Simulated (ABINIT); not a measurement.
# Rh (Fm-3m) in ABINIT: a series of runs

One crystal, Rh, is run at these levels: BP86+D4, revPBE, BP86+D3(BJ), HCTH407; tasks: equation of state, band structure.

Program: ABINIT 10.8.3 (patched build). These are calculated values, not measurements. Logs are shortened: lines on timing, memory, paths and dates and some standing lists are left out, and cuts for length are marked. The log counts tension as positive stress, the text compression.

**What was measured.**

“Thermal equation of state of rhodium characterized by XRD in a resistively heated diamond anvil cell”, 2024, pmc:11535440 quotes, for a bulk crystal of Rh: bulk modulus 264 ± 1 GPa.

The runs below are set against these values where they give the same quantity.

### Step 1. The crystal as given

Symmetry: Fm-3m, No. 225, cubic system. Conventional cell: a = 3.796 Å, b = 3.796 Å, c = 3.796 Å, α = 90.00°, β = 90.00°, γ = 90.00°. Rh (site symmetry m-3m) has 12 Rh at 2.68 Å as nearest neighbours.

### Step 2. Equation of state, BP86+D4

File run.py:

```python
import json, os
import numpy as np
from ase.eos import EquationOfState
from ase.units import GPa
from ase.calculators.mixing import SumCalculator
from dftd4.ase import DFTD4
from ase.calculators.abinit import Abinit, AbinitProfile
from ase import Atoms

atoms = Atoms(['Rh'],
              cell=[[0.0, 1.89785, 1.89785], [1.89785, 0.0, 1.89785], [1.89785, 1.89785, 0.0]],
              scaled_positions=[[0.0, 0.0, 0.0]],
              pbc=True)

profile = AbinitProfile(command='abinit', pp_paths=[os.path.abspath('pseudos')])
params = dict(
    pps='pawxml', xc='PBE',
    ecut=544.2277,
    pawecutdg=1088.4554,
    kptopt=1,
    ngkpt=[12, 12, 12],
    nshiftk=1,
    shiftk=[0.0, 0.0, 0.0],
    ixc=-106132,
    nband=13,
    occopt=3,
    tsmear=0.05,
    nstep=100,
    tolvrs=1e-09,
    prtwf=0,
    prtden=0,
)

cell0 = atoms.cell.copy()
volumes, energies = [], []
for i, x in enumerate([0.94, 0.96, 0.98, 1.0, 1.02, 1.04, 1.06]):
    atoms.set_cell(cell0 * x ** (1 / 3), scale_atoms=True)
    atoms.calc = SumCalculator([Abinit(profile=profile, directory=f'v{i}', **params), DFTD4(method='bp86')])
    volumes.append(atoms.get_volume() / len(atoms))
    dft, disp = atoms.calc.mixer.calcs
    energies.append((dft.get_property('free_energy', atoms) + disp.get_property('energy', atoms)) / len(atoms))
    print(f'{x:5.2f} {volumes[-1]:10.5f} A^3/atom {energies[-1]:14.6f} eV/atom', flush=True)
    json.dump(dict(volumes=volumes, energies=energies), open('results.json', 'w'))
v0, e0, b0 = EquationOfState(volumes, energies, eos='birchmurnaghan').fit()
print(f'V0 {v0:.4f} A^3/atom  E0 {e0:.6f} eV/atom  B0 {b0 / GPa:.2f} GPa')
```

Potentials or basis: JTH PAW PBE v2.0.

Launch:

```console
$ python run.py
```

The program printed:

```text
0.94   12.85119 A^3/atom   -3034.365028 eV/atom
 0.96   13.12462 A^3/atom   -3034.377684 eV/atom
 0.98   13.39805 A^3/atom   -3034.379042 eV/atom
 1.00   13.67148 A^3/atom   -3034.369814 eV/atom
 1.02   13.94491 A^3/atom   -3034.351491 eV/atom
 1.04   14.21834 A^3/atom   -3034.324957 eV/atom
 1.06   14.49177 A^3/atom   -3034.290476 eV/atom
V0 13.2919 A^3/atom  E0 -3034.379744 eV/atom  B0 304.95 GPa
```

abinit.in:

```text
ecut 544.2277 eV
ixc -106132
kptopt 1
natom 1
nband 13
ngkpt
12 12 12
nshiftk 1
nsppol 1
nstep 100
occopt 3
pawecutdg 1088.4554 eV
prtden 0
prtwf 0
shiftk
0.0 0.0 0.0
tolvrs 1e-09
tsmear 0.05 eV
#Definition of the unit cell
acell
1.00000000000000 1.00000000000000 1.00000000000000 Angstrom
rprim
0.00000000000000 1.93507219503400 1.93507219503400
1.93507219503400 0.00000000000000 1.93507219503400
1.93507219503400 1.93507219503400 0.00000000000000
chkprim 0 # Allow non-primitive cells
#Definition of the atom types
ntypat 1
znucl 45
#Enumerate different atomic species
typat
 1
pseudos "./pseudos/Rh.GGA_PBE-JTH.xml"
#Definition of the atoms
xcart
0.00000000000000 0.00000000000000 0.00000000000000
chkexit 1 # abinit.exit file in the running directory terminates after the current SCF
```

abinit.abo:

```text
.Version 10.8.3 of ABINIT
 Symmetries : space group Fm -3 m (#225); Bravais cF (face-center cubic)
================================================================================
 Values of the parameters that define the memory need of the present run
     intxc =       0    ionmov =       0      iscf =      17    lmnmax =      18
     lnmax =       6     mgfft =      24  mpssoang =       3    mqgrid =    3001
     natom =       1  nloc_mem =       2    nspden =       1   nspinor =       1
    nsppol =       1      nsym =      48    n1xccc =       1    ntypat =       1
    occopt =       3   xclevel =       2
       mpw =         432          nfft =       13824          nkpt =          72
 PAW method is used; the additional fine FFT grid is defined by:
   mgfftf=        30    nfftf =     27000
================================================================================
================================================================================

--------------------------------------------------------------------------------
------------- Echo of variables that govern the present computation ------------
--------------------------------------------------------------------------------
 -outvars: echo values of preprocessed input variables --------
            acell      1.8897261259E+00  1.8897261259E+00  1.8897261259E+00 Bohr
              amu      1.02905500E+02
          chkexit           1
          chkprim           0
             ecut      1.99999991E+01 Hartree
                       outvar_i_n : Printing only first  50 k-points.
              ixc     -106132
                       outvar_i_n : Printing only first  50 k-points.
         kptrlatt       12    0    0      0   12    0      0    0   12
          kptrlen      6.20572153E+01
            natom           1
            nband          13
            ngfft          24      24      24
          ngfftdg          30      30      30
             nkpt          72
            nstep         100
             nsym          48
           ntypat           1
                       prtocc : prtvol=0, do not print more k-points.
           occopt           3
        pawecutdg      3.99999982E+01 Hartree
         pawxcdev           0
           prtden           0
            prtwf           0
            rprim      0.0000000000E+00  1.9350721950E+00  1.9350721950E+00
                       1.9350721950E+00  0.0000000000E+00  1.9350721950E+00
                       1.9350721950E+00  1.9350721950E+00  0.0000000000E+00
          spgroup         225
           tolvrs      1.00000000E-09
           tsmear      1.83746611E-03 Hartree
            typat      1
           useylm           1
                       outvars : Printing only first  50 k-points.
            znucl       45.00000

================================================================================

 chkinp: Checking input parameters for consistency.

================================================================================
== DATASET  1 ==================================================================

--- !DatasetInfo
iteration_state: {dtset: 1, }
dimensions: {natom: 1, nkpt: 72, mband: 13, nsppol: 1, nspinor: 1, nspden: 1, mpw: 432, }
cutoff_energies: {ecut:  20.0, pawecutdg:  40.0, }
electrons: {nelect:   1.70000000E+01, charge:   0.00000000E+00, occopt:   3.00000000E+00, tsmear:   1.83746611E-03, }
meta: {optdriver: 0, ionmov: 0, optcell: 0, iscf: 17, paral_kgb: 0, }
...

 Real(R)+Recip(G) space primitive vectors, cartesian coordinates (Bohr,Bohr^-1):
 R(1)=  0.0000000  3.6567565  3.6567565  G(1)= -0.1367332  0.1367332  0.1367332
 R(2)=  3.6567565  0.0000000  3.6567565  G(2)=  0.1367332 -0.1367332  0.1367332
 R(3)=  3.6567565  3.6567565  0.0000000  G(3)=  0.1367332  0.1367332 -0.1367332
 Unit cell volume ucvol=  9.7795330E+01 bohr^3
 Angles (23,13,12)=  6.00000000E+01  6.00000000E+01  6.00000000E+01 degrees

 Coarse grid specifications (used for wave-functions):

[... 61 lines left out ...]
- [  0.0000000,   3.6567565,   3.6567565, ]
- [  3.6567565,   0.0000000,   3.6567565, ]
- [  3.6567565,   3.6567565,   0.0000000, ]
lattice_lengths: [   5.17143,    5.17143,    5.17143, ]
lattice_angles: [ 60.000,  60.000,  60.000, ] # degrees, (23, 13, 12)
lattice_volume:   9.7795330E+01
convergence: {deltae:  9.521E-13, res2:  5.785E-10, residm:  4.381E-05, diffor: null, }
etotal    :  -1.11455576E+02
entropy   :   0.00000000E+00
fermie    :   5.56894038E-01
cartesian_stress_tensor: # hartree/bohr^3
- [  2.15766301E-04,   0.00000000E+00,   0.00000000E+00, ]
- [  0.00000000E+00,   2.15766301E-04,   0.00000000E+00, ]
- [  0.00000000E+00,   0.00000000E+00,   2.15766301E-04, ]
pressure_GPa:  -6.3481E+00
xred      :
- [  0.0000E+00,   0.0000E+00,   0.0000E+00, Rh]
cartesian_forces: # hartree/bohr
- [ -0.00000000E+00,  -0.00000000E+00,  -0.00000000E+00, ]
force_length_stats: {min:   0.00000000E+00, max:   0.00000000E+00, mean:   0.00000000E+00, }
...

 Integrated electronic density in atomic spheres:
 ------------------------------------------------
 Atom  Sphere_radius  Integrated_density
    1        2.21251         14.83214751

================================================================================

 ----iterations are completed or convergence reached----

 Mean square residual over all n,k,spin=   10.007E-08; max=  43.811E-06
 reduced coordinates (array xred) for    1 atoms
       0.000000000000      0.000000000000      0.000000000000
 rms dE/dt=  0.0000E+00; max dE/dt=  0.0000E+00; dE/dt below (all hartree)
    1       0.000000000000      0.000000000000      0.000000000000

 cartesian coordinates (angstrom) at end:
    1      0.00000000000000     0.00000000000000     0.00000000000000

 cartesian forces (hartree/bohr) at end:
    1     -0.00000000000000    -0.00000000000000    -0.00000000000000
 frms,max,avg= 0.0000000E+00 0.0000000E+00   0.000E+00  0.000E+00  0.000E+00 h/b

 cartesian forces (eV/Angstrom) at end:
    1     -0.00000000000000    -0.00000000000000    -0.00000000000000
 frms,max,avg= 0.0000000E+00 0.0000000E+00   0.000E+00  0.000E+00  0.000E+00 e/A
 length scales=  1.889726125908  1.889726125908  1.889726125908 bohr
              =  1.000000000000  1.000000000000  1.000000000000 angstroms
 Fermi (or HOMO) energy (hartree) =   0.55689   Average Vxc (hartree)=  -0.47863
 Eigenvalues (hartree) for nkpt=  72  k points:
 kpt#   1, nband= 13, wtk=  0.00058, kpt=  0.0000  0.0000  0.0000 (reduced coord)
  -2.33799   -1.14419   -1.14419   -1.14419    0.27969    0.45194    0.45194    0.45194
   0.52234    0.52234    1.14754    1.33362    1.33362
      occupation numbers for kpt#   1
   2.00000    2.00000    2.00000    2.00000    2.00000    2.00000    2.00000    2.00000
   2.00000    2.00000    0.00000    0.00000    0.00000
 prteigrs : prtvol=0 or 1, do not print more k-points.

--- !EnergyTerms
iteration_state     : {dtset: 1, }
comment             : Components of total free energy in Hartree
kinetic             :  1.49857327303394E+01
hartree             :  1.95992056548818E+01
xc                  : -5.12341140378778E+00
Ewald energy        : -9.05874608939389E+01
psp_core            :  3.82757532804346E+00
local_psp           : -7.47854560225636E+01
PAW spherical_terms :  2.06286109662296E+01
internal            : -1.11455203640796E+02
'-kT*entropy'       : -3.54481969414142E-04
total_energy        : -1.11455558122765E+02
total_energy_eV     : -3.03286024133995E+03
...

--- !EnergyTermsDC
iteration_state     : {dtset: 1, }
comment             : '"Double-counting" decomposition of free energy'
band_energy         : -7.54524130135964E+00
Ewald energy        : -9.05874608939389E+01
psp_core            :  3.82757532804346E+00
xc_dc               : -1.80527815979100E+01
PAW spherical_terms :  9.02687221022219E-01
internal            : -1.11455221244143E+02
'-kT*entropy'       : -3.54481969414142E-04
total_energy_dc     : -1.11455575726112E+02
total_energy_dc_eV  : -3.03286072035142E+03
...

--- !EnergyTermsWithPAWCore
iteration_state     : {dtset: 1, }
comment             : 'Components of total free energy, including PAW core contributions'
Total energy        : -4.78533973838794E+03
Total energy DC     : -4.78533975599129E+03
Total energy (eV)   : -1.30215727939516E+05
Total energy DC (eV): -1.30215728418527E+05
...

 Cartesian components of stress tensor (hartree/bohr^3)
  sigma(1 1)=  2.15766301E-04  sigma(3 2)=  0.00000000E+00
  sigma(2 2)=  2.15766301E-04  sigma(3 1)=  0.00000000E+00
  sigma(3 3)=  2.15766301E-04  sigma(2 1)=  0.00000000E+00

-Cartesian components of stress tensor (GPa)         [Pressure= -6.3481E+00 GPa]
- sigma(1 1)=  6.34806375E+00  sigma(3 2)=  0.00000000E+00
- sigma(2 2)=  6.34806375E+00  sigma(3 1)=  0.00000000E+00
- sigma(3 3)=  6.34806375E+00  sigma(2 1)=  0.00000000E+00

== END DATASET(S) ==============================================================
================================================================================

 -outvars: echo values of variables after computation  --------
            acell      1.8897261259E+00  1.8897261259E+00  1.8897261259E+00 Bohr
           etotal     -1.1145557573E+02
            fcart     -0.0000000000E+00 -0.0000000000E+00 -0.0000000000E+00
            rprim      0.0000000000E+00  1.9350721950E+00  1.9350721950E+00
                       1.9350721950E+00  0.0000000000E+00  1.9350721950E+00
                       1.9350721950E+00  1.9350721950E+00  0.0000000000E+00
           strten      2.1576630140E-04  2.1576630140E-04  2.1576630140E-04
                       0.0000000000E+00  0.0000000000E+00  0.0000000000E+00
 Calculation completed.
```

Run time: 2 min. Hardware: 1 thread of Arm Neoverse V2, shared host; peak memory 0.11 GiB.

Results:

- Equilibrium volume: 13.29 Å³/atom
- Bulk modulus: 305 GPa
- Pressure derivative of the bulk modulus: 4.0 (rough: it moves with the points fitted)

Energy against volume, from the lowest point:
```
volume (Å³/atom)  energy (meV/atom)
          12.851              14.01
          13.125               1.36
          13.398               0.00
          13.671               9.23
          13.945              27.55
          14.218              54.08
          14.492              88.57
```

Caveat: pressures at fixed basis lie under the slope of the energies; the log and the count of SCF iterations are those of the last ABINIT call alone; the PAW data sets were made with another functional, which shifts forces and pressure a little.

### Step 3. Band structure, revPBE

File run.abi:

```
# Datasets: ground state, then fixed potential
ndtset 2

# Pseudopotentials
pp_dirpath "./"
pseudos "Rh.GGA_PBE-JTH.xml"

# Structure
acell 2.6839652093 2.6839652093 2.6839652093 Angstrom
rprim
     0.0000000000     0.7071067812     0.7071067812
     0.7071067812     0.0000000000     0.7071067812
     0.7071067812     0.7071067812     0.0000000000
ntypat 1
znucl 45
natom 1
typat 1
xred
     0.0000000000     0.0000000000     0.0000000000

# Plane-wave basis
ecut 20.0
pawecutdg 40.0

# Exchange and correlation
ixc 14

# Bands and occupations
occopt 3
tsmear 0.05 eV

# SCF cycle
nstep 100

# Output
iomode 3
prtwf 0
prteig 0
prtebands 0
prtden1 1
prtvha1 1
prtvclmb1 1
prtpot1 1

# Dataset 1
kptopt1 1
ngkpt1 12 12 12
nshiftk1 1
shiftk1 0.0 0.0 0.0
nband1 13
tolvrs1 1.0e-9

# Dataset 2: bands along G-X-W-K-G-L-U-W-L-K
iscf2 -2
getden2 1
nband2 17
nbdbuf2 2
tolwfr2 1.0e-12
kptopt2 -9
ndivsm2 6
prteig2 1
kptbounds2
     0.0000000000     0.0000000000     0.0000000000
     0.5000000000     0.0000000000     0.5000000000
     0.5000000000     0.2500000000     0.7500000000
     0.3750000000     0.3750000000     0.7500000000
     0.0000000000     0.0000000000     0.0000000000
     0.5000000000     0.5000000000     0.5000000000
     0.6250000000     0.2500000000     0.6250000000
     0.5000000000     0.2500000000     0.7500000000
     0.5000000000     0.5000000000     0.5000000000
     0.3750000000     0.3750000000     0.7500000000
```

Potentials or basis: JTH PAW PBE v2.0.

Launch:

```console
$ abinit run.abi > log 2>&1
```

It took 25 s on 1 thread of Arm Neoverse V2, shared host; peak memory 0.11 GiB.

The run converged. Its results:

* Free energy: -3029.4278 eV
* Pressure: 10.5 GPa
* Band gap on the k mesh: none (metal or under the smearing width)
* Valence electrons inside the program's atomic spheres: Rh 14.89 (radii [1.1708] Å)

Levels at the corners of the path, in eV from the Fermi level:
```tsv
point	band 6	band 7	band 8	band 9	band 10	band 11
Γ	-3.12	-3.12	-3.12	-1.03	-1.03	15.86
X	-6.01	0.52	0.98	0.98	3.26	12.35
W	-3.85	-3.85	-1.24	0.98	9.66	9.66
K	-4.82	-2.10	-0.72	0.36	7.90	8.64
Γ	-3.12	-3.12	-3.12	-1.03	-1.03	15.86
L	-3.21	-3.21	0.56	0.56	0.71	8.71
U	-4.82	-2.10	-0.72	0.36	7.90	8.64
W	-3.85	-3.85	-1.24	0.98	9.66	9.66
L	-3.21	-3.21	0.56	0.56	0.71	8.71
K	-4.82	-2.10	-0.72	0.36	7.90	8.64
```

Caveat: the PAW data sets were made with another functional, which shifts forces and pressure a little.

(Continued in part 2 of 2.)
